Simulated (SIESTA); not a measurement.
ZnS:

```xyz
2
Lattice="0.0000 2.7020 2.7020 2.7020 0.0000 2.7020 2.7020 2.7020 0.0000" Properties=species:S:1:pos:R:3 pbc="T T T"
Zn    4.0530    4.0530    4.0530
S     0.0000    0.0000    0.0000
```

Base run:

* Program: SIESTA 5.4.2
* Functional: PBEsol
* Potentials or basis: PseudoDojo 0.4 standard (PBEsol files)
* Basis: DZP (energy shift 0.003 Ry; two zetas on semicore shells)
* Grid cutoff: 800 Ry
* Energy shift: 0.003 Ry
* k mesh: 9 × 9 × 9
* Occupations: fermi-dirac, width 0.05 eV
* Spin: no spin polarisation

Its results: band gap on the k mesh 2.36 eV, direct; pressure -1.1 GPa.

**Question.** The run is repeated on the same cell with these changes: functional from PBEsol to AM05. What comes out?

**Answer.** Band gap on the k mesh 2.44 eV, direct; pressure -0.8 GPa.

Caveats: short orbitals over semicore shells can move pressures by several GPa; the valence orbitals were made in a potential fitted to the semicore shell under them, which widens gaps by tenths of an eV or more; the basis of atomic orbitals isn't converged, which shifts pressures, moduli and gaps; the potentials were made for another functional, which shifts forces and pressure (some runs).
